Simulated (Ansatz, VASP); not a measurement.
One calculation of NaCl, two programs

```xyz
4
Lattice="3.4439 0.0000 0.0000 -1.7219 2.9825 0.0000 0.0000 0.0000 8.6137" Properties=species:S:1:pos:R:3 pbc="T T T"
Na    1.7219    0.9942    7.3464
Na    0.0000    1.9883    1.2673
Cl    0.0000    0.0000    5.7918
Cl    0.0000    0.0000    2.8218
```

Alike in both runs: task relaxation of cell and atoms; functional PBE; dispersion D3(BJ); k mesh 6 × 6 × 2; occupations gaussian, width 0.1 eV; no spin polarisation.

```csv
,VASP,Ansatz
version,VASP 6.6.1,Ansatz 0.2.0
potentials or method,"VASP PAW PBE potentials, release 64 (Na_pv, Cl)","scalar-relativistic, plane waves, PAW"
plane-wave cutoff (eV),600,420
valence electrons in the cell,28,32
```

Ansatz gave:

```
gap on the k mesh at the Fermi level, each at its own relaxed structure (eV) : 3.88
relaxed volume (Å³/atom)                                                     : 34.31
relaxed cell length with the largest relative difference (Å)                 : 7.799
energy change over the relaxation (meV/atom)                                 : -777
```

**Question.** Estimate VASP's values.

**Answer.** gap on the k mesh at the Fermi level, each at its own relaxed structure (eV): 4.00; relaxed volume (Å³/atom): 34.95; relaxed cell length with the largest relative difference (Å): 8.019; energy change over the relaxation (meV/atom): -770.

The two sets of potentials don't hold the same shells in valence.

Caveats: the volume moved by over 15 % at a fixed basis, so the end points are rough (VASP). A k mesh can miss the band edges.
